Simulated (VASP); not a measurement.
Input of a VASP 6.6.1 run:

INCAR

```
SYSTEM = H2CO2
ALGO = Normal ; EDIFF = 1E-6
ENCUT = 520 ; GGA = PS
ISIF = 2 ; ISMEAR = -1
LASPH = .TRUE. ; LCHARG = .FALSE.
LREAL = Auto ; LWAVE = .FALSE.
NBANDS = 98 ; NELM = 60
PREC = Accurate ; SIGMA = 0.02
```

Contents of KPOINTS:

```
k-points
0
G
  1 1 1
  0 0 0
```

POSCAR

```
H2CO2
1.0
    7.3876590000      0.0000000000      0.0000000000
    0.0000000000      7.3876590000      0.0000000000
    0.0000000000      0.0000000000      7.3876590000
O C H
16 8 16
Direct
    0.9174895593      0.4397062723      0.0834499806
    1.0264415290      0.6350184815     -0.1024952559
    0.5235758716      0.9077165040      0.4104006425
    0.2505259108      0.9872274830      0.2911477100
    0.4602540534      0.4254121637      0.4529581022
    0.2969005473      0.6834776754      0.4516721738
    0.3218746290     -0.0036953519     -0.1556920805
    0.3013945284      0.2864100793     -0.0788883190
    0.9019501306     -0.0072824152      0.9776980773
    0.7027666004      0.1845510195      0.8632369198
   -0.0253937005      0.1902497124      0.3655961922
    0.0642422721      0.2592431513      0.6507880236
    0.4735600276      0.5656054239     -0.0042503315
    0.6105858432      0.5617747110     -0.2849481818
    0.9321356062      0.8411730969      0.6392011326
    0.9088941436      0.6699686599      0.3789427747
    0.9725949722      0.4816275359     -0.0800388865
    0.4233546784      1.0036738296      0.3128866668
    0.3161488639      0.5209092623      0.4220281418
    0.3412312344      0.1670623942     -0.1873529896
    0.7828054868      0.1218653974      0.9926825264
   -0.0395659843      0.2683529383      0.5244963256
    0.6009481488      0.5998246535     -0.1218924696
    0.9089076797      0.8105815388      0.4609714661
    0.9038045746      0.5479137573      0.1644770014
    0.9762903242      0.3673829558     -0.1746019950
    0.4468533266      0.8026223192      0.4538244118
    0.4886392293      1.1350280244      0.2571315216
    0.5284488632      0.4779186478      0.5450982510
    0.2179580839      0.4505080703      0.3314717152
    0.2350541626     -0.0079456835     -0.0425980679
    0.4062044553      0.1919011151     -0.3136040795
    0.8888336617     -0.0570681457      0.8566854534
    0.7725180602      0.1484773458      1.1420938622
    0.1296351117      0.1010468946      0.3478368452
   -0.1689574465      0.3505711349      0.5587290913
    0.3752609589      0.4828457838     -0.0531156081
    0.7149355432      0.6719855370     -0.0671254588
    0.9880802565      0.7411278728      0.7181706681
    0.9166097136      0.9448053842      0.3939678320
```

Potentials or basis: VASP PAW PBE potentials, release 64 (O, C, H).

Run with:

```bash
$ cat potpaw_PBE.64/O/POTCAR potpaw_PBE.64/C/POTCAR potpaw_PBE.64/H/POTCAR > POTCAR
$ mpirun -np 1 vasp_gam > vasp.out
```

Problem. What does it give for the largest force?

Solution. 4.701 eV/Å.

Problem. Estimate the pressure.

Solution. 3.7 GPa.

Problem. What does it give for the band gap on the k mesh?

Solution. 3.38 eV, direct.

Stress tensor (GPa, compression positive):
```
 1.75  1.65  2.23
 1.65  6.80 -0.81
 2.23 -0.81  2.64
```

Caveat: the standard files for N, O and F lose accuracy on very short bonds; the PAW data sets were made with another functional, which shifts forces and pressure a little. A hybrid or GW would open this gap; PBEsol tends to underestimate it.
